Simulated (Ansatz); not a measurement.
`CCC(=O)O` → `[CH2]` (triplet) + acetic acid at 600 K and 1 bar (formal loss of a carbene).

Calculated with Ansatz (gas phase, PBE0-D4/def2-TZVP geometries, no zero-point term in ΔE). CCSD(T)/CBS adds triple-zeta CCSD(T) − MP2 to the extrapolated MP2 energy (def2 sets, frozen cores). This one scheme is used for every species. Triplets are unrestricted, without spin–orbit coupling. One conformer a species, not always the lowest.

```json
{"species": "`CCC(=O)O`", "CCSD(T)/CBS energy (Eh)": "-268.13670", "H − E (kJ/mol)": "291.7", "S (J/(mol·K))": "397.0"}
{"species": "`[CH2]` (triplet)", "CCSD(T)/CBS energy (Eh)": "-39.09499", "H − E (kJ/mol)": "66.5", "S (J/(mol·K))": "220.8"}
{"species": "`CC(=O)O`", "CCSD(T)/CBS energy (Eh)": "-228.87529", "H − E (kJ/mol)": "204.1", "S (J/(mol·K))": "348.2"}
```

H − E and S are ideal-gas, rigid-rotor, harmonic terms from PBE0-D4/def2-TZVP, for one conformer and one mirror image of each species, with the whole ground term of open shells counted as degenerate. 1 Eh = 2625.50 kJ/mol, R = 8.31446 J/(mol·K).

Question: By hand: ΔE, ΔH, ΔS and ΔG.

Answer: ΔE = (-39.09499) + (-228.87529) − (-268.13670) = 0.16642 Eh = 436.9 kJ/mol. Δ(H − E) = 66.5 + 204.1 − 291.7 = -21.1, so ΔH = 415.8 kJ/mol. ΔS = 220.8 + 348.2 − 397.0 = 172.0 J/(mol·K). ΔG = 415.8 − 600 × (172.0)/1000 = 312.6 kJ/mol.

Question: By hand: the equilibrium constant, and the temperature at which ΔG would vanish if ΔH and ΔS stayed fixed.

Answer: log₁₀ K = −ΔG/(RT ln 10) = -27.2. ΔG = 0 at ΔH/ΔS = 2417 K.

The number of gas molecules changes by +1, which sets the sign of ΔS. A doubt of 5 kJ/mol in ΔE shifts log₁₀ K by 0.4 here. Other conformers and mirror images would add mixing entropy, several J/(mol·K) or more a flexible species. Modes under 60 cm⁻¹, often nearly free rotors, make the harmonic entropy too high. A triplet takes part, so the spin changes. These are equilibria of isolated gas molecules and say nothing of rates. Largest T1 diagnostic: 0.015 (customary marks: 0.02 for closed shells, 0.045 for open ones).
